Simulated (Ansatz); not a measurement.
Run this with Ansatz 0.2.0, Python API and show what comes out.

Script `ddh_li2se.py`:
```python
import ansatz as az
import numpy as np


def count_gap(report):
    # lowest empty less highest filled band, counting bands; zero where they overlap
    return max(report.get('gap_by_band_count_ev') or 0.0, 0.0)

system = (
    az.Lattice.of((0.0, 3.0025, 3.0025), (3.0025, 0.0, 3.0025), (3.0025, 3.0025, 0.0))
    .atom('Li', (0.25, 0.25, 0.25))
    .atom('Li', (0.75, 0.75, 0.75))
    .atom('Se', (0.0, 0.0, 0.0))
)

calculation = (
    system.calculation()
    .kpoints(4, 4, 4)
    .basis(17 * az.Ha)
    .scf(tolerance=1e-09)
    .occupations('fixed')
    .band_table()
)
semilocal = calculation.functional('pbe').run().report
hybrid = calculation.functional(exchange='pbe', correlation='pbe', exact_fraction='inverse_dielectric').run().report
alpha = hybrid['hybrid']['exact_exchange_fraction']
print(f'fraction of exact exchange {alpha:.4f}, so eps_inf = {1 / alpha:.2f}')
print(f'gap by band count: {count_gap(semilocal):.3f} eV semilocal, {count_gap(hybrid):.3f} eV hybrid')
```

`python ddh_li2se.py` gives:
```text
fraction of exact exchange 0.2303, so eps_inf = 4.34
gap by band count: 2.976 eV semilocal, 4.378 eV hybrid
```

The fraction is 0.2303, one over a mean dielectric constant (a third of the trace) of 4.34. It opens the gap from 2.976 to 4.378 eV, by 1.40 eV.

Reading the output:
- The k-point mesh is coarse, and energy and stress weren't tested for convergence.
- The structure is a deposited one; some such entries were measured under pressure or heat, so a shift against it needn't be the functional's error alone.
- Gaps and levels are Kohn-Sham values on a finite set of k-points, without spin-orbit coupling.
- The gaps are those of a coarse mesh; the run finds the dielectric constant of the semilocal functional on meshes of its own.
- Run time: 27 s on 1 thread of Arm Neoverse V1, on a shared host, peak memory 0.91 GiB.
